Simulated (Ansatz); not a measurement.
# CdS: a line through a two-coordinate scan

How does the energy of CdS (Fm-3m, No. 225; 2 atoms in the cell) vary with amplitude of mode 5 (139 cm⁻¹), at amplitude of mode 4 (139 cm⁻¹) = −0.203 Å?

Method: DFT r2SCAN, scalar-relativistic, plane waves, PAW, in Ansatz 0.2.0.

1 further run of the same task is left out (set aside as unsound or not needed).

## Step 1: The system as given

It takes space group Fm-3m (No. 225, cubic). The conventional cell has a = 5.454 Å, b = 5.454 Å, c = 5.454 Å, α = 90.00°, β = 90.00°, γ = 90.00°. Around Cd (site symmetry m-3m) lie 6 S at 2.73 Å. Around S (site symmetry m-3m) lie 6 Cd at 2.73 Å.

Coordinates:

```
Cd S
1.0
     0.00000    2.72691    2.72691
     2.72691    0.00000    2.72691
     2.72691    2.72691    0.00000
Cd S
1 1
Direct
  0.00000 0.00000 0.00000
  0.50000 0.50000 0.50000
```

It goes back to an entry of the Materials Project, which need not be the stable form.

This cell was relaxed beforehand with the same method: volume 20.28 Å³/atom, gap on the mesh 0.75 eV.

## Step 2: Plan of the line

The energy is mapped over two normal modes frozen in (zone-centre modes of the cell shown).

- amplitude of mode 4 (139 cm⁻¹), largest displacement: 11 values from −0.203 to 0.203 Å
- amplitude of mode 5 (139 cm⁻¹), largest displacement: 11 values from −0.203 to 0.203 Å

Nothing else is relaxed (the cell and all other modes fixed). Energies count from the relaxed high-symmetry cell. Points are written as (first, second).

The modes come from a phonon run on the reference cell, made beforehand.

Displacement patterns for an amplitude of 1 (Å):

| atom | x1 | y1 | z1 | x2 | y2 | z2 |
| --- | --- | --- | --- | --- | --- | --- |
| Cd1 | -0.285 | 0.000 | 0.000 | 0.000 | -0.285 | 0.000 |
| S2 | 1.000 | 0.000 | 0.000 | 0.000 | 1.000 | 0.000 |

## Step 3: Point (−0.203 Å, −0.203 Å)

Input file input.yaml:

```yaml
crystal:
  lattice:
    - [0.0, 2.7269062253, 2.7269062253]
    - [2.7269062253, 0.0, 2.7269062253]
    - [2.7269062253, 2.7269062253, 0.0]
  atoms:
    - { symbol: Cd, position: [0.0, 0.0, 0.0212309267] }
    - { symbol: S, position: [0.5, 0.5, 0.4255566627] }
basis:
  ecutwfc: 500
kpoints:
  mp_grid: { grid: [8, 8, 8] }
hamiltonian:
  xc: r2scan
scf:
  occupations: { method: gaussian, width: 0.05 }
output:
  forces: true
  stress: true
  eigenvalues: true
```

Started as:

```
$ ansatz run input.yaml --threads 1 --pin off --max-ram 2048MiB --backend cpu --events-out ev --progress --plain --runs-dir out
```

What it wrote (excerpt; [...] marks lines left out):

```text
Warning: RAYON_NUM_THREADS=1 ignored (pool sized by the plan → 1); use --threads N
[...]
Pseudopotentials: kind: paw
Pseudopotential: Cd, paw, valence charge 20, recommended cutoff 500 eV (meta_gga), Cd.paw.azcp
Pseudopotential: S, paw, valence charge 6, recommended cutoff 500 eV (meta_gga), S.paw.azcp
Functional definition: r2SCAN
[...]
Crystal: 2 atoms, lattice volume = 40.555 Å³
Basis set: ecut = 500 eV, 965 PW (Γ), exchange–correlation on 120×120×120 points (64 copies of the dense FFT grid, shifted against one another)
Bands: 17, of which v1, the nominal top of the filled ones, is band 13 counted from 1 (12 counted from 0)
Symmetry: 4 space group operations
Space group: Imm2 (ITA 44), of the structure as read, at distance tolerance 3.4e-5 Å
k-points: 95 of 512 (time reversal used)
[...]
SCF iter   1: F=—  HF=-9175.299316 eV  |F-HF|=—  |Δ(HF+E_count)|=         —  Δρ=7.40e-3  dr2=1.22e-2  dr2_τ=1.76e-2  ethr=1.77e-3  ⟨swp⟩=5.3  Hψ=7887  notcnv=0
[...]
SCF iter   6: F=-9175.314720 eV  HF=-9175.314720 eV  |F-HF|=5.88e-9  |Δ(HF+E_count)|=   3.31e-7  Δρ=9.42e-6  dr2=2.50e-8  dr2_τ=3.98e-9  ethr=3.85e-10  ⟨swp⟩=5.1  Hψ=6986  notcnv=0
[...]
SCF converged after 6 iterations
Free energy (F): -9175.314720 eV
[...]
E sigma→0 (E₀):  -9175.314720 eV
Fermi energy:    10.041987 eV
[...]
--- Forces (eV/Å), atoms counted from 1 ---
  atom   1  Cd    -0.60661355    -0.60661355     0.00000000
  atom   2  S      0.60664048     0.60664048     0.00000000
[...]
--- Stress (GPa, compression-positive) ---
        6.277422      -1.478869      -0.000000
       -1.478869       6.277422       0.000000
       -0.000000       0.000000      -0.591467
  P = ⅓ Tr σ = 3.9878 GPa (39.878 kbar)
--- Band table (eV; the first three rows and the last of 95) ---
  k-point 0: bands = ["-94.7919", "-54.9767", "-54.9544", "-54.9510", "-3.8322", "1.4922", "1.5727", "1.6333", "1.6846", "1.6856", "8.9023", "8.9803", "9.0784", "11.2375", "18.5720", "18.7607", "19.3005"]
[...]
```

Wall time 9.9 s (1 thread of Intel Xeon Platinum 8488C (Sapphire Rapids), shared host); peak memory 0.58 GiB.

That is 140 meV from the zero.

## Step 4: The run at (−0.203 Å, −0.162 Å)

Edit input.yaml of step 3 so:

```diff
@@ -6,4 +6,4 @@
   atoms:
-    - { symbol: Cd, position: [0.0, 0.0, 0.0212309267] }
-    - { symbol: S, position: [0.5, 0.5, 0.4255566627] }
+    - { symbol: Cd, position: [-0.0021230927, 0.0021230927, 0.019107834] }
+    - { symbol: S, position: [0.5074443337, 0.4925556663, 0.4330009964] }
 basis:
```

Started as:

```
$ ansatz run input.yaml --threads 1 --pin off --max-ram 2048MiB --backend cpu --events-out ev --progress --plain --runs-dir out
```

What it wrote (excerpt; [...] marks lines left out):

```text
[...]
SCF converged after 6 iterations
Free energy (F): -9175.340739 eV
[...]
E sigma→0 (E₀):  -9175.340739 eV
Fermi energy:    10.029431 eV
[...]
--- Forces (eV/Å), atoms counted from 1 ---
  atom   1  Cd    -0.66532335    -0.40127131     0.00000000
  atom   2  S      0.66536161     0.40129597     0.00000000
[...]
--- Stress (GPa, compression-positive) ---
        6.548997      -1.122512       0.000000
       -1.122513       3.824506       0.000000
        0.000000       0.000000      -0.511473
  P = ⅓ Tr σ = 3.2873 GPa (32.873 kbar)
--- Band table (eV; the first three rows and the last of 150) ---
  k-point 0: bands = ["-94.7884", "-54.9706", "-54.9521", "-54.9489", "-3.8132", "1.5261", "1.5983", "1.6431", "1.6908", "1.6910", "8.8900", "8.9547", "9.0324", "11.2299", "18.6754", "18.8365", "19.2876"]
[...]
```

It took 17 s on 1 thread of Intel Xeon Platinum 8488C (Sapphire Rapids), shared host; peak memory 0.62 GiB.

That is 114 meV from the zero.

## Step 5: The run at (−0.203 Å, −0.122 Å)

Edit input.yaml of step 4 so:

```diff
@@ -6,4 +6,4 @@
   atoms:
-    - { symbol: Cd, position: [-0.0021230927, 0.0021230927, 0.019107834] }
-    - { symbol: S, position: [0.5074443337, 0.4925556663, 0.4330009964] }
+    - { symbol: Cd, position: [-0.0042461853, 0.0042461853, 0.0169847414] }
+    - { symbol: S, position: [0.5148886675, 0.4851113325, 0.4404453301] }
 basis:
```

Started as:

```
$ ansatz run input.yaml --threads 1 --pin off --max-ram 2048MiB --backend cpu --events-out ev --progress --plain --runs-dir out
```

What it wrote (excerpt; [...] marks lines left out):

```text
[...]
SCF converged after 6 iterations
Free energy (F): -9175.357582 eV
[...]
E sigma→0 (E₀):  -9175.357582 eV
Fermi energy:    10.019594 eV
[...]
--- Forces (eV/Å), atoms counted from 1 ---
  atom   1  Cd    -0.70962905    -0.25240737     0.00000000
  atom   2  S      0.70967816     0.25242935     0.00000000
[...]
--- Stress (GPa, compression-positive) ---
        6.768743      -0.807294       0.000000
       -0.807294       1.968325       0.000000
        0.000000       0.000000      -0.445364
  P = ⅓ Tr σ = 2.7639 GPa (27.639 kbar)
--- Band table (eV; the first three rows and the last of 150) ---
  k-point 0: bands = ["-94.7867", "-54.9667", "-54.9513", "-54.9488", "-3.7994", "1.5445", "1.6209", "1.6471", "1.6971", "1.6978", "8.8844", "8.9347", "8.9920", "11.2242", "18.7745", "18.8980", "19.2587"]
[...]
```

It took 14 s on 1 thread of Intel Xeon Platinum 8488C (Sapphire Rapids), shared host; peak memory 0.63 GiB.

That is 97 meV from the zero.

## Step 6: Grid point (−0.203 Å, −0.081 Å)

Edit input.yaml of step 5 so:

```diff
@@ -6,4 +6,4 @@
   atoms:
-    - { symbol: Cd, position: [-0.0042461853, 0.0042461853, 0.0169847414] }
-    - { symbol: S, position: [0.5148886675, 0.4851113325, 0.4404453301] }
+    - { symbol: Cd, position: [-0.006369278, 0.006369278, 0.0148616487] }
+    - { symbol: S, position: [0.5223330012, 0.4776669988, 0.4478896639] }
 basis:
```

Started as:

```
$ ansatz run input.yaml --threads 1 --pin off --max-ram 2048MiB --backend cpu --events-out ev --progress --plain --runs-dir out
```

What it wrote (excerpt; [...] marks lines left out):

```text
Warning: RAYON_NUM_THREADS=1 ignored (pool sized by the plan → 1); use --threads N
[...]
Pseudopotentials: kind: paw
Pseudopotential: Cd, paw, valence charge 20, recommended cutoff 500 eV (meta_gga), Cd.paw.azcp
Pseudopotential: S, paw, valence charge 6, recommended cutoff 500 eV (meta_gga), S.paw.azcp
Functional definition: r2SCAN
[...]
Crystal: 2 atoms, lattice volume = 40.555 Å³
Basis set: ecut = 500 eV, 965 PW (Γ), exchange–correlation on 120×120×120 points (64 copies of the dense FFT grid, shifted against one another)
Bands: 17, of which v1, the nominal top of the filled ones, is band 13 counted from 1 (12 counted from 0)
Symmetry: 2 space group operations
Space group: Cm (ITA 8), of the structure as read, at distance tolerance 3.4e-5 Å
k-points: 150 of 512 (time reversal used)
[...]
SCF iter   1: F=—  HF=-9175.352781 eV  |F-HF|=—  |Δ(HF+E_count)|=         —  Δρ=7.47e-3  dr2=1.25e-2  dr2_τ=1.73e-2  ethr=1.77e-3  ⟨swp⟩=5.1  Hψ=12342  notcnv=0
[...]
SCF iter   6: F=-9175.367809 eV  HF=-9175.367809 eV  |F-HF|=4.70e-9  |Δ(HF+E_count)|=   3.53e-7  Δρ=1.00e-5  dr2=3.47e-8  dr2_τ=4.38e-9  ethr=3.85e-10  ⟨swp⟩=5.1  Hψ=11077  notcnv=0
[...]
SCF converged after 6 iterations
Free energy (F): -9175.367809 eV
[...]
E sigma→0 (E₀):  -9175.367809 eV
Fermi energy:    10.011464 eV
[...]
--- Forces (eV/Å), atoms counted from 1 ---
  atom   1  Cd    -0.74055849    -0.14528877     0.00000000
  atom   2  S      0.74062044     0.14530831     0.00000000
[...]
--- Stress (GPa, compression-positive) ---
        6.930343      -0.521953       0.000000
       -0.521953       0.669008       0.000000
        0.000000       0.000000      -0.395963
  P = ⅓ Tr σ = 2.4011 GPa (24.011 kbar)
--- Band table (eV; the first three rows and the last of 150) ---
  k-point 0: bands = ["-94.7862", "-54.9642", "-54.9513", "-54.9499", "-3.7901", "1.5536", "1.6369", "1.6482", "1.7021", "1.7055", "8.8854", "8.9204", "8.9575", "11.2202", "18.8663", "18.9436", "19.2166"]
[...]
```

It took 16 s on 1 thread of Intel Xeon Platinum 8488C (Sapphire Rapids), shared host; peak memory 0.61 GiB.

That is 87 meV from the zero.

## Step 7: Changed: xc_grid 3

Edit input.yaml of step 6 so:

```diff
@@ -10,2 +10,3 @@
   ecutwfc: 500
+  xc_grid: 3
 kpoints:
@@ -18,3 +19,3 @@
   forces: true
+  eigenvalues: true
   stress: true
-  eigenvalues: true
```

Started as:

```
$ ansatz run input.yaml --threads 1 --pin off --max-ram 2048MiB --backend cpu --events-out ev --progress --plain --runs-dir out
```

What it wrote (excerpt; [...] marks lines left out):

```text
Warning: RAYON_NUM_THREADS=1 ignored (pool sized by the plan → 1); use --threads N
[...]
Pseudopotentials: kind: paw
Pseudopotential: Cd, paw, valence charge 20, recommended cutoff 500 eV (meta_gga), Cd.paw.azcp
Pseudopotential: S, paw, valence charge 6, recommended cutoff 500 eV (meta_gga), S.paw.azcp
Functional definition: r2SCAN
[...]
Crystal: 2 atoms, lattice volume = 40.555 Å³
Basis set: ecut = 500 eV, 965 PW (Γ), exchange–correlation on 90×90×90 points (27 copies of the dense FFT grid, shifted against one another)
Bands: 17, of which v1, the nominal top of the filled ones, is band 13 counted from 1 (12 counted from 0)
Symmetry: 2 space group operations
Space group: Cm (ITA 8), of the structure as read, at distance tolerance 3.4e-5 Å
k-points: 150 of 512 (time reversal used)
[...]
SCF iter   1: F=—  HF=-9175.352775 eV  |F-HF|=—  |Δ(HF+E_count)|=         —  Δρ=7.47e-3  dr2=1.25e-2  dr2_τ=1.73e-2  ethr=1.77e-3  ⟨swp⟩=5.1  Hψ=12342  notcnv=0
[...]
SCF iter   6: F=-9175.367803 eV  HF=-9175.367803 eV  |F-HF|=4.71e-9  |Δ(HF+E_count)|=   3.53e-7  Δρ=1.00e-5  dr2=3.47e-8  dr2_τ=4.38e-9  ethr=3.85e-10  ⟨swp⟩=5.1  Hψ=11077  notcnv=0
[...]
SCF converged after 6 iterations
Free energy (F): -9175.367803 eV
[...]
E sigma→0 (E₀):  -9175.367803 eV
Fermi energy:    10.011466 eV
[...]
--- Forces (eV/Å), atoms counted from 1 ---
  atom   1  Cd    -0.74055854    -0.14528887     0.00000000
  atom   2  S      0.74061037     0.14529892     0.00000000
[...]
--- Stress (GPa, compression-positive) ---
        6.930341      -0.521949       0.000000
       -0.521949       0.669004       0.000000
        0.000000       0.000000      -0.395964
  P = ⅓ Tr σ = 2.4011 GPa (24.011 kbar)
--- Band table (eV; the first three rows and the last of 150) ---
  k-point 0: bands = ["-94.7862", "-54.9642", "-54.9513", "-54.9499", "-3.7901", "1.5536", "1.6369", "1.6482", "1.7021", "1.7055", "8.8854", "8.9204", "8.9575", "11.2202", "18.8663", "18.9436", "19.2166"]
[...]
```

It took 18 s on 1 thread of Intel Xeon Platinum 8488C (Sapphire Rapids), shared host; peak memory 0.56 GiB.

| run | ending | energy change | pressure (GPa) | gap (eV) | force (eV/Å) | cycles | time |
| --- | --- | --- | --- | --- | --- | --- | --- |
| step 6 | converged | 0 | 2.4 | 0.90 | 0.75 | 6 | 16 s |
| variant | converged | 0.0 meV/atom | 2.4 | 0.90 | 0.75 | 6 | 18 s |

Changing the numerical grids hardly moves the energy: 0.0 meV/atom.

## Step 8: The run at (−0.203 Å, −0.041 Å)

Edit input.yaml of step 6 so:

```diff
@@ -6,4 +6,4 @@
   atoms:
-    - { symbol: Cd, position: [-0.006369278, 0.006369278, 0.0148616487] }
-    - { symbol: S, position: [0.5223330012, 0.4776669988, 0.4478896639] }
+    - { symbol: Cd, position: [-0.0084923707, 0.0084923707, 0.012738556] }
+    - { symbol: S, position: [0.5297773349, 0.4702226651, 0.4553339976] }
 basis:
```

Started as:

```
$ ansatz run input.yaml --threads 1 --pin off --max-ram 2048MiB --backend cpu --events-out ev --progress --plain --runs-dir out
```

What it wrote (excerpt; [...] marks lines left out):

```text
Warning: RAYON_NUM_THREADS=1 ignored (pool sized by the plan → 1); use --threads N
[...]
Pseudopotentials: kind: paw
Pseudopotential: Cd, paw, valence charge 20, recommended cutoff 500 eV (meta_gga), Cd.paw.azcp
Pseudopotential: S, paw, valence charge 6, recommended cutoff 500 eV (meta_gga), S.paw.azcp
Functional definition: r2SCAN
[...]
Crystal: 2 atoms, lattice volume = 40.555 Å³
Basis set: ecut = 500 eV, 965 PW (Γ), exchange–correlation on 120×120×120 points (64 copies of the dense FFT grid, shifted against one another)
Bands: 17, of which v1, the nominal top of the filled ones, is band 13 counted from 1 (12 counted from 0)
Symmetry: 2 space group operations
Space group: Cm (ITA 8), of the structure as read, at distance tolerance 3.4e-5 Å
k-points: 150 of 512 (time reversal used)
[...]
SCF iter   1: F=—  HF=-9175.358273 eV  |F-HF|=—  |Δ(HF+E_count)|=         —  Δρ=7.48e-3  dr2=1.25e-2  dr2_τ=1.72e-2  ethr=1.77e-3  ⟨swp⟩=5.1  Hψ=12309  notcnv=0
[...]
SCF iter   6: F=-9175.373227 eV  HF=-9175.373227 eV  |F-HF|=6.19e-9  |Δ(HF+E_count)|=   3.55e-7  Δρ=1.00e-5  dr2=3.60e-8  dr2_τ=4.49e-9  ethr=3.85e-10  ⟨swp⟩=5.1  Hψ=11029  notcnv=0
[...]
SCF converged after 6 iterations
Free energy (F): -9175.373227 eV
[...]
E sigma→0 (E₀):  -9175.373227 eV
Fermi energy:    10.004958 eV
[...]
--- Forces (eV/Å), atoms counted from 1 ---
  atom   1  Cd    -0.75883258    -0.06577111     0.00000000
  atom   2  S      0.75890514     0.06578371     0.00000000
[...]
--- Stress (GPa, compression-positive) ---
        7.029185      -0.256145       0.000000
       -0.256145      -0.100330       0.000000
        0.000000       0.000000      -0.365432
  P = ⅓ Tr σ = 2.1878 GPa (21.878 kbar)
--- Band table (eV; the first three rows and the last of 150) ---
  k-point 0: bands = ["-94.7861", "-54.9626", "-54.9515", "-54.9511", "-3.7847", "1.5577", "1.6456", "1.6483", "1.7052", "1.7119", "8.8933", "8.9117", "8.9295", "11.2179", "18.9438", "18.9716", "19.1687"]
[...]
```

Run time: 20 s. Hardware: 1 thread of Intel Xeon Platinum 8488C (Sapphire Rapids), shared host; peak memory 0.63 GiB.

That is 81 meV from the zero.

## Step 9: The run at (−0.203 Å, 0.000 Å)

Edit input.yaml of step 8 so:

```diff
@@ -6,4 +6,4 @@
   atoms:
-    - { symbol: Cd, position: [-0.0084923707, 0.0084923707, 0.012738556] }
-    - { symbol: S, position: [0.5297773349, 0.4702226651, 0.4553339976] }
+    - { symbol: Cd, position: [-0.0106154634, 0.0106154634, 0.0106154634] }
+    - { symbol: S, position: [0.5372216687, 0.4627783313, 0.4627783313] }
 basis:
```

Started as:

```
$ ansatz run input.yaml --threads 1 --pin off --max-ram 2048MiB --backend cpu --events-out ev --progress --plain --runs-dir out
```

What it wrote (excerpt; [...] marks lines left out):

```text
Warning: RAYON_NUM_THREADS=1 ignored (pool sized by the plan → 1); use --threads N
[...]
Pseudopotentials: kind: paw
Pseudopotential: Cd, paw, valence charge 20, recommended cutoff 500 eV (meta_gga), Cd.paw.azcp
Pseudopotential: S, paw, valence charge 6, recommended cutoff 500 eV (meta_gga), S.paw.azcp
Functional definition: r2SCAN
[...]
Crystal: 2 atoms, lattice volume = 40.555 Å³
Basis set: ecut = 500 eV, 965 PW (Γ), exchange–correlation on 120×120×120 points (64 copies of the dense FFT grid, shifted against one another)
Bands: 17, of which v1, the nominal top of the filled ones, is band 13 counted from 1 (12 counted from 0)
Symmetry: 8 space group operations
Space group: I4mm (ITA 107), of the structure as read, at distance tolerance 3.4e-5 Å
k-points: 59 of 512 (time reversal used)
[...]
SCF iter   1: F=—  HF=-9175.359977 eV  |F-HF|=—  |Δ(HF+E_count)|=         —  Δρ=7.49e-3  dr2=1.25e-2  dr2_τ=1.72e-2  ethr=1.77e-3  ⟨swp⟩=5.1  Hψ=4872  notcnv=0
[...]
SCF iter   6: F=-9175.374914 eV  HF=-9175.374914 eV  |F-HF|=8.29e-9  |Δ(HF+E_count)|=   3.56e-7  Δρ=1.01e-5  dr2=3.78e-8  dr2_τ=4.57e-9  ethr=3.85e-10  ⟨swp⟩=5.2  Hψ=4383  notcnv=0
[...]
SCF converged after 6 iterations
Free energy (F): -9175.374914 eV
[...]
E sigma→0 (E₀):  -9175.374914 eV
Fermi energy:    10.001753 eV
[...]
--- Forces (eV/Å), atoms counted from 1 ---
  atom   1  Cd    -0.76487632    -0.00000000     0.00000000
  atom   2  S      0.76495247    -0.00000000     0.00000000
[...]
--- Stress (GPa, compression-positive) ---
        7.062455       0.000000      -0.000000
        0.000000      -0.355090       0.000000
        0.000000       0.000000      -0.355090
  P = ⅓ Tr σ = 2.1174 GPa (21.174 kbar)
--- Band table (eV; the first three rows and the last of 59) ---
  k-point 0: bands = ["-94.7861", "-54.9620", "-54.9516", "-54.9516", "-3.7829", "1.5588", "1.6482", "1.6482", "1.7063", "1.7144", "8.9072", "8.9088", "8.9088", "11.2171", "18.9811", "18.9811", "19.1412"]
[...]
```

Run time: 9.6 s. Hardware: 1 thread of Intel Xeon Platinum 8488C (Sapphire Rapids), shared host; peak memory 0.56 GiB.

That is 80 meV from the zero.

## Step 10: Results

| amplitude of mode 5 (139 cm⁻¹), largest displacement (Å) | step | energy (meV) | slope (meV per Å) | pressure (GPa) | band gap on the k-mesh (eV) | largest force on an atom (eV/Å) |
| --- | --- | --- | --- | --- | --- | --- |
| −0.203 | 3 | 140 | −780 | 3.99 | 1.015 | 0.858 |
| −0.162 | 4 | 114 | −516 | 3.29 | 0.965 | 0.777 |
| −0.122 | 5 | 97 | −324 | 2.76 | 0.926 | 0.753 |
| −0.081 | 6 | 87 | −187 | 2.40 | 0.900 | 0.755 |
| −0.041 | 8 | 81 | −85 | 2.19 | 0.885 | 0.762 |
| 0.000 | 9 | 80 | 0 | 2.12 | 0.885 | 0.765 |
| 0.041 | – | 81 | 85 | 2.19 | 0.885 | 0.762 |
| 0.081 | – | 87 | 187 | 2.40 | 0.900 | 0.755 |
| 0.122 | – | 97 | 324 | 2.76 | 0.926 | 0.753 |
| 0.162 | – | 114 | 516 | 3.29 | 0.965 | 0.777 |
| 0.203 | – | 140 | 780 | 3.99 | 1.015 | 0.858 |

Energies count from the relaxed high-symmetry cell. Rows without a step come from runs not printed here or follow by symmetry. Slopes come from the forces (and the stress, where the cell changes), not from differences of energies.

| run | outcome |
| --- | --- |
| step 7, run with xc_grid 3 (against step 6) | 0.0 meV/atom |

**Reading.** The lowest point of the line is at 0.000 Å, 80 meV from the zero. A fit to energies and slopes at the lowest point and its two neighbours puts the minimum at 0.0000 Å, with a curvature of about 2000 meV per Å². The highest point computed, at −0.203 Å, lies 60 meV above the lowest. This is one cut through a surface in two coordinates; the map's lowest point lies off it. A rigid map gives upper bounds: relaxing the other coordinates can only lower a point.

These are semilocal Kohn-Sham gaps, which aren't the measured quantity. Such gaps usually fall short of the measured ones.
